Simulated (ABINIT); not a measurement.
Write the native input for ABINIT 10.8.3 (patched build) that does the following.

```
Task                                            : band structure
Functional                                      : revPBE
Potentials or basis                             : JTH PAW PBE v2.0
Cutoff                                          : 707 eV
k mesh                                          : 10 × 10 × 10
Occupations                                     : fermi-dirac, width 0.05 eV
Spin                                            : no spin polarisation
Fine-grid cutoff                                : 1306.15 eV
Exchange and correlation inside the PAW spheres : full angular mesh (pawxcdev 0, this build's default; the released program takes 1)
```

ZrN:

```
Zr N
1.0
     0.00000    2.30000    2.30000
     2.30000    0.00000    2.30000
     2.30000    2.30000    0.00000
Zr N
1 1
Direct
  0.50000 0.50000 0.50000
  0.00000 0.00000 0.00000
```

These files were run (other wordings do the same):

run.abi

```
# Datasets: ground state, then fixed potential
ndtset 2

# Pseudopotentials
pp_dirpath "./"
pseudos "Zr.GGA_PBE-JTH.xml, N.GGA_PBE-JTH.xml"

# Structure
acell 3*1.0 Angstrom
rprim
     0.0000000000     2.3000000000     2.3000000000
     2.3000000000     0.0000000000     2.3000000000
     2.3000000000     2.3000000000     0.0000000000
ntypat 2
znucl 40 7
natom 2
typat 1 2
xred
     0.5000000000     0.5000000000     0.5000000000
     0.0000000000     0.0000000000     0.0000000000

# Plane-wave basis
ecut 707.496042 eV
pawecutdg 48.0

# Exchange and correlation
ixc 14

# Bands and occupations
occopt 3
tsmear 0.00183747

# SCF cycle
nstep 100

# Output
iomode 3
prtwf 0
prteig 0
prtebands 0
enunit 1
prtden1 1

# Dataset 1
kptopt1 1
ngkpt1 10 10 10
nshiftk1 1
shiftk1 0.0 0.0 0.0
nband1 13
tolvrs1 1.0e-9

# Dataset 2: bands along G-X-W-K-G-L-U-W-L-K
iscf2 -2
getden2 1
nband2 19
nbdbuf2 4
tolwfr2 1.0e-11
kptopt2 -9
ndivsm2 5
prteig2 1
kptbounds2
     0.0000000000     0.0000000000     0.0000000000
     0.5000000000     0.0000000000     0.5000000000
     0.5000000000     0.2500000000     0.7500000000
     0.3750000000     0.3750000000     0.7500000000
     0.0000000000     0.0000000000     0.0000000000
     0.5000000000     0.5000000000     0.5000000000
     0.6250000000     0.2500000000     0.6250000000
     0.5000000000     0.2500000000     0.7500000000
     0.5000000000     0.5000000000     0.5000000000
     0.3750000000     0.3750000000     0.7500000000
```

Potentials or basis: JTH PAW PBE v2.0.

Launch:

```bash
$ abinit run.abi > log 2>&1
```

It gave:

| Item | Value |
| --- | --- |
| Pressure | 1.6 GPa |
| Band gap on the k mesh | none (metal or under the smearing width) |
| Valence electrons inside the program's atomic spheres | Zr 9.07; N 2.57 |

Caveat: the PAW data sets were made with another functional, which shifts forces and pressure a little.

Run time: 48 s on 1 thread of Arm Neoverse V1, with other jobs on the host, peak memory 0.12 GiB.
